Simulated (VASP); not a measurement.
# PbSe (Clausthalite) (Fm-3m) in VASP: further runs

Aim: see how the results for PbSe (Clausthalite) move with the level of theory and the settings. Levels: LDA, PBE. Tasks: single point, relaxation of cell and atoms.

Everything below comes from runs of VASP 6.6.1. Logs are shortened: lines on timing, memory, paths and dates and some standing lists are left out, and cuts for length are marked.

**The experiment to reproduce.**

From a printed reference work, monograph, for a bulk crystal of PbSe at 4.2 K: band gap 0.15 eV (direct).

The runs below are set against these values where they give the same quantity.

### 1 The structure

The structure is cubic, space group Fm-3m (No. 225). The conventional cell has a = 6.121 Å, b = 6.121 Å, c = 6.121 Å, α = 90.00°, β = 90.00°, γ = 90.00°. Pb (site symmetry m-3m) is surrounded by 6 Se at 3.06 Å. Around Se (site symmetry m-3m) lie 6 Pb at 3.06 Å.

### 2 Single point, LDA

Input file INCAR:

```
SYSTEM = PbSe
ALGO = Fast
EDIFF = 1E-6
ENCUT = 520
GGA = CA
ISIF = 2
ISMEAR = 0
KPAR = 4
LASPH = .True.
LCHARG = .False.
LREAL = .False.
LWAVE = .False.
NBANDS = 17
NELM = 80
PREC = Accurate
SIGMA = 0.03
```

Input file KPOINTS:

```
k-points
0
Gamma
  6 6 6
  0 0 0
```

Input file POSCAR:

```
PbSe
1.0
    0.0000000000      3.0606500000      3.0606500000
    3.0606500000      0.0000000000      3.0606500000
    3.0606500000      3.0606500000      0.0000000000
Pb Se
1 1
Direct
    0.0000000000      0.0000000000      0.0000000000
    0.5000000000      0.5000000000      0.5000000000
```

Potentials or basis: VASP PAW LDA potentials, release 64 (Pb_d, Se).

Started as:

```bash
$ cat potpaw_LDA.64/Pb_d/POTCAR potpaw_LDA.64/Se/POTCAR > POTCAR
$ mpirun -np 4 vasp_std > vasp.out
```

OUTCAR:

```text
SYSTEM = PbSe
   EDIFF = 1E-6
   ENCUT = 520
   GGA = CA
   ISIF = 2
   ISMEAR = 0
   LASPH = .True.
   LREAL = .False.
   NELM = 80
   PREC = Accurate

 ion  position               nearest neighbor table
   1  0.000  0.000  0.000-   2 3.06   2 3.06   2 3.06   2 3.06   2 3.06   2 3.06
   2  0.500  0.500  0.500-   1 3.06   1 3.06   1 3.06   1 3.06   1 3.06   1 3.06

  LATTYP: Found a face centered cubic cell.
 ALAT       =     6.1213000000

  Lattice vectors:

 A1 = (   0.0000000000,   3.0606500000,   3.0606500000)
 A2 = (   3.0606500000,   0.0000000000,   3.0606500000)
 A3 = (   3.0606500000,   3.0606500000,   0.0000000000)

Analysis of symmetry for initial positions (statically):
=====================================================================
 Subroutine PRICEL returns:
 Original cell was already a primitive cell.

 Routine SETGRP: Setting up the symmetry group for a
 face centered cubic supercell.

 Subroutine GETGRP returns: Found 48 space group operations
 (whereof 48 operations were pure point group operations)
 out of a pool of 48 trial point group operations.

The static configuration has the point symmetry O_h .

Analysis of symmetry for dynamics (positions and initial velocities):
=====================================================================
 Subroutine PRICEL returns:
 Original cell was already a primitive cell.

 Routine SETGRP: Setting up the symmetry group for a
 face centered cubic supercell.

 Subroutine GETGRP returns: Found 48 space group operations
 (whereof 48 operations were pure point group operations)
 out of a pool of 48 trial point group operations.

The dynamic configuration has the point symmetry O_h .

 Subroutine INISYM returns: Found 48 space group operations
 (whereof 48 operations are pure point group operations),
 and found     1 'primitive' translations

----------------------------------------------------------------------------------------

                                     Primitive cell

  volume of cell :      57.3418

  direct lattice vectors                    reciprocal lattice vectors
     0.000000000  3.060650000  3.060650000    -0.163363991  0.163363991  0.163363991
     3.060650000  0.000000000  3.060650000     0.163363991 -0.163363991  0.163363991
     3.060650000  3.060650000  0.000000000     0.163363991  0.163363991 -0.163363991

  length of vectors
     4.328412740  4.328412740  4.328412740     0.282954733  0.282954733  0.282954733

[... 70 lines left out ...]
   NELM   =     80;   NELMIN=  2; NELMDL= -5     # of ELM steps
   EDIFF  = 0.1E-05   stopping-criterion for ELM
   LREAL  =      F    real-space projection
   EDIFFG = 0.1E-04   stopping-criterion for IOM
   NSW    =      0    number of steps for IOM
   IBRION =     -1    ionic relax: 0-MD 1-quasi-New 2-CG
   NFREE  =      0    steps in history (QN), initial steepest desc. (CG)
   ISIF   =      2    stress and relaxation
   ISYM   =      2    0-nonsym 1-usesym 2-fastsym
   POTIM  = 0.5000    time-step for ionic-motion
   TEBEG  =    0.0;   TEEND  =   0.0 temperature during run
   PSTRESS=    0.0 pullay stress
   NELECT =      20.0000    total number of electrons
   NUPDOWN=      -1.0000    fix difference up-down
   EMIN   =  10.00;   EMAX   =-10.00  energy-range for DOS
   EFERMI =   0.00;   METHOD = LEGACY
   ISMEAR =     0;   SIGMA  =   0.03  broadening in eV -4-tet -1-fermi 0-gaus
   EFERMI_NEDOS =   21; number of points for ismear=-14 and -15
   IALGO  =     68    algorithm
   IMIX   =      4    mixing-type and parameters
     AMIX     =   0.40;   BMIX     =  1.00
     AMIX_MAG =   1.60;   BMIX_MAG =  1.00
  volume/ion in A,a.u.               =      28.67       193.48
  Fermi-wavevector in a.u.,A,eV,Ry     =   1.152377  2.177676 18.068159  1.327972
  Thomas-Fermi vector in A             =   2.289028
   LORBIT       =      0    0 simple, 1 ext, 2 COOP (PROOUT), +10 PAW based schemes
   GGA     = CA    functional components
   LHFCALC =     F    Hartree Fock is set to
   AEXX    =    0.0000 exact exchange contribution
   IVDW    =     0    specifies the selected vdW correction
   LEPSILON=     F    determine dielectric tensor
   LRPA    =     F    only Hartree local field effects (RPA)
 non-spin polarized calculation
 RMM-DIIS sequential band-by-band and
 Gauss-broadening in eV      SIGMA  =   0.03
  energy-cutoff  :      520.00
  volume of cell :       57.34
 maximum number of plane-waves:      1572
   NGX = 17   NGY = 17   NGZ = 17

 number of electron      19.9999997 magnetization

 Free energy of the ion-electron system (eV)
  ---------------------------------------------------
  ext. energy  EPLUGINS =         0.00000000
  ---------------------------------------------------
  free energy    TOTEN  =        -9.44882162 eV

  energy without entropy =       -9.44882124  energy(sigma->0) =       -9.44882143

 E-fermi :   4.9884     XC(G=0):  -9.8461

 val. band max:        4.9067425196   @ k =   0.5000   0.0000   0.0000
 cond. band min:       5.0701411645   @ k =   0.5000   0.0000   0.0000
 fundamental gap:      0.1633986449
 Fermi energy:         4.9884419446

 k-point     1 :       0.0000    0.0000    0.0000
  band No.  band energies     occupation
      1     -11.8699      2.00000
      2     -11.8699      2.00000
      3     -11.8678      2.00000
      4     -11.8678      2.00000
      5     -11.8678      2.00000
      6      -8.7087      2.00000
[... 297 lines left out ...]
      4     -11.8388      2.00000
      5     -11.8219      2.00000
      6      -7.2392      2.00000
[... 9 lines left out ...]
     16      16.5481      0.00000
     17      17.7797      0.00000

------------------------ aborting loop because EDIFF is reached ----------------------------------------

  FORCE on cell =-STRESS in cart. coord.  units (eV):
  Direction    XX          YY          ZZ          XY          YZ          ZX
  --------------------------------------------------------------------------------------
  -------------------------------------------------------------------------------------
  Total       -0.7288756     -0.7288756     -0.7288756      0.0000000      0.0000000      0.0000000
  in kB      -20.3654029    -20.3654029    -20.3654029      0.0000000      0.0000000      0.0000000
  external PRESSURE =     -20.3654029 kB  Pullay stress =       0.0000000 kB

 VOLUME and BASIS-vectors are now :
 -----------------------------------------------------------------------------
  energy-cutoff  :      520.00
  volume of cell :       57.34
      direct lattice vectors                 reciprocal lattice vectors
     0.000000000  3.060650000  3.060650000    -0.163363991  0.163363991  0.163363991
     3.060650000  0.000000000  3.060650000     0.163363991 -0.163363991  0.163363991
     3.060650000  3.060650000  0.000000000     0.163363991  0.163363991 -0.163363991

 POSITION                                       TOTAL-FORCE (eV/Angst)
 -----------------------------------------------------------------------------------
      0.00000      0.00000      0.00000         0.000000     -0.000000      0.000000
      3.06065      3.06065      3.06065         0.000000      0.000000     -0.000000
 -----------------------------------------------------------------------------------
    total drift:                                0.000000     -0.000000     -0.000000

  FREE ENERGIE OF THE ION-ELECTRON SYSTEM (eV)
  ---------------------------------------------------
  free  energy   TOTEN  =        -9.4488216155 eV

  energy  without entropy=       -9.4488212386  energy(sigma->0) =       -9.44882143
```

OSZICAR:

```text
N       E                     dE             d eps       ncg     rms          rms(c)
DAV:   1     0.158260950930E+03    0.15826E+03   -0.96212E+03   544   0.119E+03
DAV:   2     0.153137364400E+01   -0.15673E+03   -0.15182E+03   604   0.307E+02
DAV:   3    -0.943073884336E+01   -0.10962E+02   -0.10874E+02   659   0.870E+01
DAV:   4    -0.972334143652E+01   -0.29260E+00   -0.29226E+00   678   0.158E+01
DAV:   5    -0.973407886947E+01   -0.10737E-01   -0.10737E-01   780   0.285E+00    0.277E+00
RMM:   6    -0.946055355421E+01    0.27353E+00   -0.27997E-01   628   0.315E+00    0.158E+00
RMM:   7    -0.945149015070E+01    0.90634E-02   -0.93364E-02   764   0.176E+00    0.855E-01
RMM:   8    -0.944986121316E+01    0.16289E-02   -0.11052E-02   639   0.107E+00    0.146E-01
RMM:   9    -0.944877690638E+01    0.10843E-02   -0.28798E-03   709   0.526E-01    0.578E-02
RMM:  10    -0.944881378558E+01   -0.36879E-04   -0.62514E-04   865   0.243E-01    0.195E-02
RMM:  11    -0.944882072698E+01   -0.69414E-05   -0.10609E-04   794   0.780E-02    0.577E-03
RMM:  12    -0.944882151866E+01   -0.79167E-06   -0.13432E-05   726   0.284E-02    0.262E-03
RMM:  13    -0.944882161552E+01   -0.96867E-07   -0.16970E-06   444   0.142E-02
   1 F= -.94488216E+01 E0= -.94488214E+01  d E =-.376940E-06
```

stdout:

```text
POSCAR found type information on POSCAR PbSe
 POSCAR found :  2 types and       2 ions
 scaLAPACK will be used
 LDA part: xc-table for (Slater(with rela. corr.)+CA(PZ))
 , standard interpolation
 POSCAR, INCAR and KPOINTS ok, starting setup
 FFT: planning ... GRIDC
 FFT: planning ... GRID_SOFT
 FFT: planning ... GRID
 WAVECAR not read
 entering main loop
```

Wall time 2.7 s (4 MPI ranks of Intel Xeon 6975P-C (Granite Rapids), shared host); peak memory 0.15 GiB.

Results:

```
Free energy            : -9.4488 eV
Pressure               : -2.0 GPa
Band gap on the k mesh : 0.16 eV, direct
```

Caveat: spin-orbit coupling is left out, which as a rule narrows the gap of such compounds by several tenths of an eV.

### 3 Relaxation of cell and atoms, PBE

Input file INCAR:

```
SYSTEM = PbSe
PREC = Accurate ; ENCUT = 300
EDIFF = 1E-6 ; ISMEAR = 0
SIGMA = 0.03 ; LREAL = .FALSE.
LASPH = .TRUE. ; NELM = 80
ALGO = Normal ; ISIF = 3
LWAVE = .FALSE. ; LCHARG = .FALSE.
GGA = PE ; IBRION = 2
NSW = 90 ; EDIFFG = -0.01
```

Input file KPOINTS:

```
Automatic mesh
0
G
  4 4 4
  0 0 0
```

POSCAR is that of step 2.

Potentials or basis: VASP PAW PBE potentials, release 64 (Pb, Se).

Started as:

```bash
$ cat potpaw_PBE.64/Pb/POTCAR potpaw_PBE.64/Se/POTCAR > POTCAR
$ mpirun -np 1 vasp_std > vasp.out
```

OUTCAR:

```text
SYSTEM = PbSe
   PREC = Accurate
   ENCUT = 300
   EDIFF = 1E-6
   ISMEAR = 0
   LREAL = .FALSE.
   LASPH = .TRUE.
   NELM = 80
   ISIF = 3
   GGA = PE
   IBRION = 2
   NSW = 90
   EDIFFG = -0.01

 ion  position               nearest neighbor table
   1  0.000  0.000  0.000-   2 3.06   2 3.06   2 3.06   2 3.06   2 3.06   2 3.06
   2  0.500  0.500  0.500-   1 3.06   1 3.06   1 3.06   1 3.06   1 3.06   1 3.06

  LATTYP: Found a face centered cubic cell.
 ALAT       =     6.1213000000

  Lattice vectors:

 A1 = (   0.0000000000,   3.0606500000,   3.0606500000)
 A2 = (   3.0606500000,   0.0000000000,   3.0606500000)
 A3 = (   3.0606500000,   3.0606500000,   0.0000000000)

[... 166 lines left out ...]
  -------------------------------------------------------------------------------------
  Total        0.7786420      0.7786420      0.7786420     -0.0000000     -0.0000000     -0.0000000
  in kB       21.7559169     21.7559169     21.7559169     -0.0000000     -0.0000000     -0.0000000
  external PRESSURE =      21.7559169 kB  Pullay stress =       0.0000000 kB
[... 59 lines left out ...]
--------------------------------------- Ionic step        3  -------------------------------------------

 number of electron      10.0000002 magnetization

 Free energy of the ion-electron system (eV)
  ---------------------------------------------------
  ext. energy  EPLUGINS =         0.00000000
  ---------------------------------------------------
  free energy    TOTEN  =        -8.21938142 eV

  energy without entropy =       -8.21938142  energy(sigma->0) =       -8.21938142

 E-fermi :   3.5309     XC(G=0):  -9.2628

 val. band max:        3.3543935667   @ k =   0.5000   0.0000   0.0000
 cond. band min:       3.7752855204   @ k =   0.5000   0.0000   0.0000
 fundamental gap:      0.4208919537
 Fermi energy:         3.5309027565

 k-point     1 :       0.0000    0.0000    0.0000
  band No.  band energies     occupation
      1      -9.8643      2.00000
      2      -2.9847      2.00000
      3       1.6952      2.00000
      4       1.6952      2.00000
      5       1.6952      2.00000
      6       8.0052      0.00000
      7       8.0052      0.00000
      8       8.0052      0.00000
      9       9.9549      0.00000
[... 111 lines left out ...]
  FREE ENERGIE OF THE ION-ELECTRON SYSTEM (eV)
  ---------------------------------------------------
  free  energy   TOTEN  =        -8.2193814214 eV

  energy  without entropy=       -8.2193814214  energy(sigma->0) =       -8.21938142

 reached required accuracy - stopping structural energy minimisation
```

It took 5.4 s on 1 thread of Intel Xeon 6975P-C (Granite Rapids), shared host; peak memory 0.14 GiB.

Results:

- Free energy: -8.2194 eV
- Relaxed volume: 29.87 Å³/atom
- Relaxed cell: a = 4.388 Å, b = 4.388 Å, c = 4.388 Å, α = 60.00°, β = 60.00°, γ = 60.00°
- Space group after relaxing (to 0.05 Å): Fm-3m (No. 225)
- Energy gained by relaxing: 7.8 meV/atom
- Ionic steps: 3
- Pressure after relaxing: 0.0 GPa
- Band gap on the k mesh: 0.42 eV, direct

Step by step:
| step | energy change (eV) | largest force (eV/Å) | pressure (GPa) | volume (Å³) |
| --- | --- | --- | --- | --- |
| 1 | 0.0000 | 0.0000 | 2.18 | 57.34 |
| 2 | -0.0137 | 0.0000 | -0.69 | 60.63 |
| 3 | -0.0157 | 0.0000 | 0.00 | 59.74 |

Final structure:
```
Pb Se
1.0
     0.00000    3.10271    3.10271
     3.10271    0.00000    3.10271
     3.10271    3.10271    0.00000
Pb Se
1 1
Direct
  0.00000 0.00000 0.00000
  0.50000 0.50000 0.50000
```

Levels at points of the mesh, in eV from the valence-band top:
| k point | band 3 | band 4 | band 5 | band 6 | band 7 | band 8 |
| --- | --- | --- | --- | --- | --- | --- |
| (0.00, 0.00, 0.00) | -1.66 | -1.66 | -1.66 | 4.65 | 4.65 | 4.65 |
| (0.50, 0.00, 0.00) | -1.30 | -1.30 | 0.00 | 0.42 | 1.81 | 1.81 |
| (0.50, 0.50, 0.00) | -4.61 | -2.95 | -2.95 | 3.89 | 5.49 | 5.49 |

Caveat: the k mesh is coarse (spacing up to 0.44 Å⁻¹), so the values aren't converged; spin-orbit coupling is left out, which as a rule narrows the gap of such compounds by several tenths of an eV. PBE usually gives volumes a little too large and moduli too small.

### 4 Relaxation of cell and atoms, PBE

This run uses another cell than the first one, of 29.87 Å³/atom, 1.042 times its volume.

Input file INCAR:

```
SYSTEM = PbSe
PREC = Accurate ; ENCUT = 300
EDIFF = 1E-7 ; ISMEAR = 0
SIGMA = 0.03 ; LREAL = .FALSE.
LASPH = .TRUE. ; NELM = 80
ALGO = Normal ; ISIF = 3
LWAVE = .FALSE. ; LCHARG = .FALSE.
GGA = PE ; IBRION = 2
NSW = 90 ; EDIFFG = -0.005
```

KPOINTS is that of step 3.

Input file POSCAR:

```
PbSe                                    
1.0
    0.0000000000      3.1027127606      3.1027127606
    3.1027127606     -0.0000000000      3.1027127606
    3.1027127606      3.1027127606     -0.0000000000
  Pb              Se            
     1     1
Direct
     0.0000000000000000    0.0000000000000000    0.0000000000000000
     0.5000000000000000    0.5000000000000000    0.5000000000000000
```

Started as:

```bash
$ cat potpaw_PBE.64/Pb/POTCAR potpaw_PBE.64/Se/POTCAR > POTCAR
$ mpirun -np 1 vasp_std > vasp.out
```

Run time: 3.4 s. Hardware: 1 thread of Intel Xeon 6975P-C (Granite Rapids), shared host; peak memory 0.15 GiB.

The run converged. Its results:

```yaml
Free_energy: -8.2195 eV
Pressure_after_relaxing: 0.0 GPa
Band_gap_on_the_k_mesh: 0.42 eV, direct
```

Final structure:
```
CELL_PARAMETERS angstrom
0.00000 3.10271 3.10271
3.10271 0.00000 3.10271
3.10271 3.10271 0.00000
ATOMIC_POSITIONS crystal
Pb 0.00000 0.00000 0.00000
Se 0.50000 0.50000 0.50000
```

Levels at points of the mesh, in eV from the valence-band top:
| k point | band 2 | band 3 | band 4 | band 5 | band 6 | band 7 | band 8 | band 9 |
| --- | --- | --- | --- | --- | --- | --- | --- | --- |
| (0.00, 0.00, 0.00) | -6.34 | -1.66 | -1.66 | -1.66 | 4.65 | 4.65 | 4.65 | 6.60 |
| (0.50, 0.00, 0.00) | -8.56 | -1.29 | -1.29 | 0.00 | 0.42 | 1.81 | 1.81 | 8.46 |
| (0.50, 0.50, 0.00) | -7.29 | -4.61 | -2.95 | -2.95 | 3.89 | 5.49 | 5.49 | 5.91 |

Caveat: the k mesh is coarse (spacing up to 0.44 Å⁻¹), so the values aren't converged; the relaxation stopped at its first step, so nothing moved; spin-orbit coupling is left out, which as a rule narrows the gap of such compounds by several tenths of an eV.

### 5 Against experiment

Step 2. A measured gap of PbSe is 0.15 eV (direct; 4.2 K; a printed reference work, monograph); the calculated 0.16 eV misses it by +0.01 eV. 2 values of this kind are on record (0.15 to 0.28 eV); this one was drawn at random. Spin-orbit coupling on Pb, Se is left out. The value is that of LDA on a finite k mesh, which can miss the band edges, without temperature or zero-point motion.
